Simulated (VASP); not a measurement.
# CuO (F-43m) in VASP: further runs

Runs on CuO. Level: r2SCAN. Tasks: equation of state, elastic constants.

Program: VASP 6.6.1. These are calculated values, not measurements. Logs are shortened: lines on timing, memory, paths and dates and some standing lists are left out, and cuts for length are marked.

## (1) Starting point

The structure is cubic, space group F-43m (No. 216). Conventional cell: a = 4.655 Å, b = 4.655 Å, c = 4.655 Å, α = 90.00°, β = 90.00°, γ = 90.00°. Around Cu (site symmetry -43m) lie 4 O at 2.02 Å. Around O (site symmetry -43m) lie 4 Cu at 2.02 Å.

Measurements of this composition are mostly on another form, of space group No. 15.

## (2) Equation of state, r2SCAN, 11.85 Å³/atom (volume scaled by 0.94)

File INCAR:

```
  PREC = Accurate
  ENCUT = 520
  EDIFF = 1E-6
  ISMEAR = -1
  SIGMA = 0.05
  LREAL = F
  LASPH = T
  NELM = 80
  ALGO = Normal
  ISIF = 2
  LWAVE = F
  LCHARG = F
  METAGGA = R2SCAN
  LMIXTAU = T
```

File KPOINTS:

```
regular mesh
0
Gamma
  10 10 10
```

File POSCAR:

```
CuO
1.0
    0.0000000000      2.2797444458      2.2797444458
    2.2797444458      0.0000000000      2.2797444458
    2.2797444458      2.2797444458      0.0000000000
Cu O
1 1
Direct
    0.0000000000      0.0000000000      0.0000000000
    0.2500000000      0.2500000000      0.2500000000
```

Potentials or basis: VASP PAW PBE potentials, release 64 (Cu, O).

Started as:

```
cat potpaw_PBE.64/Cu/POTCAR potpaw_PBE.64/O/POTCAR > POTCAR
mpirun -np 1 vasp_std > vasp.out
```

OUTCAR:

```text
PREC = Accurate
   ENCUT = 520
   EDIFF = 1E-6
   ISMEAR = -1
   LREAL = F
   LASPH = T
   NELM = 80
   ISIF = 2
   METAGGA = R2SCAN

 Found     47 irreducible k-points:

 Following reciprocal coordinates:
            Coordinates               Weight
  0.000000  0.000000  0.000000      1.000000
  0.100000  0.000000  0.000000      8.000000
  0.200000  0.000000  0.000000      8.000000
  0.300000  0.000000  0.000000      8.000000
  0.400000  0.000000  0.000000      8.000000
  0.500000  0.000000  0.000000      4.000000
   k-points           NKPTS =     47   k-points in BZ     NKDIM =     47   number of bands    NBANDS=     12
   number of dos      NEDOS =    301   number of ions     NIONS =      2
   total plane-waves  NPLWV =  13824
   dimension x,y,z NGX =    24 NGY =   24 NGZ =   24
   dimension x,y,z NGXF=    48 NGYF=   48 NGZF=   48
   ions per type =               1   1
   NGX,Y,Z   is equivalent  to a cutoff of  12.38, 12.38, 12.38 a.u.
   NGXF,Y,Z  is equivalent  to a cutoff of  24.75, 24.75, 24.75 a.u.
 SYSTEM =  unknown system
   PREC   = accura    normal or accurate (medium, high low for compatibility)
   ISTART =      0    job   : 0-new  1-cont  2-samecut
   ICHARG =      2    charge: 1-file 2-atom 10-const
   ISPIN  =      1    spin polarized calculation?
   LNONCOLLINEAR =      F non collinear calculations
   LSORBIT =      F    spin-orbit coupling
   LASPH  =      T    aspherical Exc in radial PAW
   ENCUT  =  520.0 eV  38.22 Ry    6.18 a.u.   5.99  5.99  5.99*2*pi/ulx,y,z
   NELM   =     80;   NELMIN=  2; NELMDL= -5     # of ELM steps
   EDIFF  = 0.1E-05   stopping-criterion for ELM
   LREAL  =      F    real-space projection
   EDIFFG = 0.1E-04   stopping-criterion for IOM
   NSW    =      0    number of steps for IOM
   IBRION =     -1    ionic relax: 0-MD 1-quasi-New 2-CG
   NFREE  =      0    steps in history (QN), initial steepest desc. (CG)
   ISIF   =      2    stress and relaxation
   ISYM   =      2    0-nonsym 1-usesym 2-fastsym
   POTIM  = 0.5000    time-step for ionic-motion
   TEBEG  =    0.0;   TEEND  =   0.0 temperature during run
   PSTRESS=    0.0 pullay stress
   NELECT =      17.0000    total number of electrons
   NUPDOWN=      -1.0000    fix difference up-down
   EMIN   =  10.00;   EMAX   =-10.00  energy-range for DOS
   EFERMI =   0.00;   METHOD = LEGACY
   ISMEAR =    -1;   SIGMA  =   0.05  broadening in eV -4-tet -1-fermi 0-gaus
   EFERMI_NEDOS =   21; number of points for ismear=-14 and -15
   IALGO  =     38    algorithm
   IMIX   =      4    mixing-type and parameters
     AMIX     =   0.40;   BMIX     =  1.00
     AMIX_MAG =   1.60;   BMIX_MAG =  1.00
  volume/ion in A,a.u.               =      11.85        79.96
  Fermi-wavevector in a.u.,A,eV,Ry     =   1.465531  2.769452 29.222331  2.147781
  Thomas-Fermi vector in A             =   2.581377
   LORBIT       =      0    0 simple, 1 ext, 2 COOP (PROOUT), +10 PAW based schemes
   METAGGA = R2SCAN    functional components
   LHFCALC =     F    Hartree Fock is set to
   AEXX    =    0.0000 exact exchange contribution
   IVDW    =     0    specifies the selected vdW correction
   LEPSILON=     F    determine dielectric tensor
   LRPA    =     F    only Hartree local field effects (RPA)
 non-spin polarized calculation
  energy-cutoff  :      520.00
  volume of cell :       23.70
 maximum number of plane-waves:       648
   NGX = 11   NGY = 11   NGZ = 11

 number of electron      17.0000016 magnetization

 Free energy of the ion-electron system (eV)
  ---------------------------------------------------
  ext. energy  EPLUGINS =         0.00000000
  ---------------------------------------------------
  free energy    TOTEN  =       -17.84972441 eV

  energy without entropy =      -17.82755259  energy(sigma->0) =      -17.83863850

 E-fermi :   3.4600     XC(G=0): -11.5877

 val. band max:        3.4458015711   @ k =   0.5000   0.0000   0.0000
 cond. band min:       3.4682545655   @ k =   0.3000   0.2000   0.0000
 fundamental gap:      0.0224529944
 Fermi energy:         3.4600322027

 k-point     1 :       0.0000    0.0000    0.0000
  band No.  band energies     occupation
      1     -16.3346      2.00000
      2      -1.4369      2.00000
      3      -1.4368      2.00000
      4      -1.4368      2.00000
      5       1.3951      2.00000
      6       1.3951      2.00000
      7       4.2592      0.00000
      8       4.2592      0.00000
      9       4.2592      0.00000
     10       4.7770      0.00000
     11      18.4569      0.00000
     12      18.4571      0.00000

 k-point     2 :       0.1000    0.0000    0.0000
  band No.  band energies     occupation
      1     -16.2811      2.00000
      2      -1.5858      2.00000
      3      -1.4069      2.00000
      4      -1.4068      2.00000
      5       1.3869      2.00000
      6       1.3869      2.00000
      7       3.7977      0.00233
      8       4.1943      0.00000
      9       4.1944      0.00000
     10       5.4363      0.00000
     11      17.5039      0.00000
     12      18.5444      0.00000

 k-point     3 :       0.2000    0.0000    0.0000
  band No.  band energies     occupation
      1     -16.1378      2.00000
      2      -1.9137      2.00000
      3      -1.3314      2.00000
      4      -1.3313      2.00000
      5       1.3805      2.00000
      6       1.3806      2.00000
      7       3.1414      1.99659
      8       4.0159      0.00003
      9       4.0159      0.00003
     10       6.5930      0.00000
     11      15.7031      0.00000
     12      18.6207      0.00000

 k-point     4 :       0.3000    0.0000    0.0000
  band No.  band energies     occupation
      1     -15.9554      2.00000
      2      -2.2240      2.00000
      3      -1.2461      2.00000
      4      -1.2460      2.00000
      5       1.4106      2.00000
      6       1.4107      2.00000
      7       2.4518      2.00000
      8       3.7713      0.00395
      9       3.7714      0.00394
     10       7.9503      0.00000
     11      13.9864      0.00000
     12      18.4217      0.00000

 k-point     5 :       0.4000    0.0000    0.0000
  band No.  band energies     occupation
      1     -15.8033      2.00000
      2      -2.4120      2.00000
      3      -1.1857      2.00000
      4      -1.1856      2.00000
      5       1.4779      2.00000
      6       1.4780      2.00000
      7       1.8984      2.00000
      8       3.5434      0.31744
      9       3.5435      0.31678
     10       9.2755      0.00000
     11      12.5847      0.00000
     12      18.1140      0.00000

 k-point     6 :       0.5000    0.0000    0.0000
  band No.  band energies     occupation
      1     -15.7442      2.00000
      2      -2.4698      2.00000
      3      -1.1651      2.00000
      4      -1.1650      2.00000
      5       1.5176      2.00000
      6       1.5177      2.00000
      7       1.6829      2.00000
      8       3.4457      1.14277
      9       3.4458      1.14135
     10      10.0431      0.00000
     11      11.8259      0.00000
     12      17.9802      0.00000

 [... further k-points ...]

------------------------ aborting loop because EDIFF is reached ----------------------------------------

  FORCE on cell =-STRESS in cart. coord.  units (eV):
  Direction    XX          YY          ZZ          XY          YZ          ZX
  --------------------------------------------------------------------------------------
  -------------------------------------------------------------------------------------
  Total       -1.2129635     -1.2129635     -1.2129635     -0.0000000      0.0000000      0.0000000
  in kB      -82.0105701    -82.0105701    -82.0105701     -0.0000000      0.0000000      0.0000000
  external PRESSURE =     -82.0105701 kB  Pullay stress =       0.0000000 kB

 VOLUME and BASIS-vectors are now :
 -----------------------------------------------------------------------------
  energy-cutoff  :      520.00
  volume of cell :       23.70
      direct lattice vectors                 reciprocal lattice vectors
     0.000000000  2.279744446  2.279744446    -0.219322828  0.219322828  0.219322828
     2.279744446  0.000000000  2.279744446     0.219322828 -0.219322828  0.219322828
     2.279744446  2.279744446  0.000000000     0.219322828  0.219322828 -0.219322828

 POSITION                                       TOTAL-FORCE (eV/Angst)
 -----------------------------------------------------------------------------------
      0.00000      0.00000      0.00000         0.000000     -0.000000     -0.000000
      1.13987      1.13987      1.13987        -0.000000      0.000000      0.000000
 -----------------------------------------------------------------------------------
    total drift:                                0.000015      0.000015      0.000016

  FREE ENERGIE OF THE ION-ELECTRON SYSTEM (eV)
  ---------------------------------------------------
  free  energy   TOTEN  =       -17.8497244067 eV

  energy  without entropy=      -17.8275525935  energy(sigma->0) =      -17.83863850
```

OSZICAR:

```text
N       E                     dE             d eps       ncg     rms          rms(c)
DAV:   1     0.111071751483E+03    0.11107E+03   -0.87021E+03  1128   0.210E+03
DAV:   2    -0.129447259212E+02   -0.12402E+03   -0.11453E+03  1136   0.360E+02
DAV:   3    -0.245807784864E+02   -0.11636E+02   -0.10817E+02  1432   0.121E+02
DAV:   4    -0.248362940792E+02   -0.25552E+00   -0.25408E+00  1228   0.181E+01
DAV:   5    -0.248412170035E+02   -0.49229E-02   -0.49224E-02  1416   0.251E+00    0.117E+01
DAV:   6    -0.195731000053E+02    0.52681E+01   -0.32825E+01  1144   0.178E+02    0.979E+00
DAV:   7    -0.177249944411E+02    0.18481E+01   -0.86571E+00  1316   0.128E+02    0.142E+00
DAV:   8    -0.178660779441E+02   -0.14108E+00   -0.47576E-01  1316   0.100E+01    0.904E-01
DAV:   9    -0.178370514325E+02    0.29027E-01   -0.76678E-02  1612   0.876E+00    0.408E-01
DAV:  10    -0.178494132053E+02   -0.12362E-01   -0.38558E-02  1308   0.393E+00    0.118E-01
DAV:  11    -0.178496143398E+02   -0.20113E-03   -0.12241E-03  1568   0.731E-01    0.331E-02
DAV:  12    -0.178482646911E+02    0.13496E-02   -0.10809E-03  1520   0.528E-01    0.716E-02
DAV:  13    -0.178497216599E+02   -0.14570E-02   -0.81462E-04  1136   0.361E-01    0.120E-02
DAV:  14    -0.178497192702E+02    0.23897E-05   -0.50878E-05  1440   0.973E-02    0.445E-03
DAV:  15    -0.178497241866E+02   -0.49163E-05   -0.10737E-06   784   0.169E-02    0.262E-03
DAV:  16    -0.178497244067E+02   -0.22012E-06   -0.60006E-07   684   0.179E-02
   1 F= -.17849724E+02 E0= -.17838639E+02  d E =-.221718E-01
```

Wall time 26 s (1 thread of Intel Xeon Platinum 8488C (Sapphire Rapids), shared host); peak memory 0.14 GiB.

Results:

```
Free energy            : -17.8497 eV
Pressure               : -8.2 GPa
Band gap on the k mesh : none (metal or under the smearing width)
```

Caveat: the PAW data sets were made with another functional, which shifts forces and pressure a little; an odd number of electrons without spin polarisation forces a metal; a magnetic or distorted state may lie lower; the run has no spin polarisation, though such a crystal can be magnetic; semilocal functionals often make such compounds metallic where correlation or magnetic order opens a gap, which also shifts bond lengths.

(Continued in part 2 of 2.)
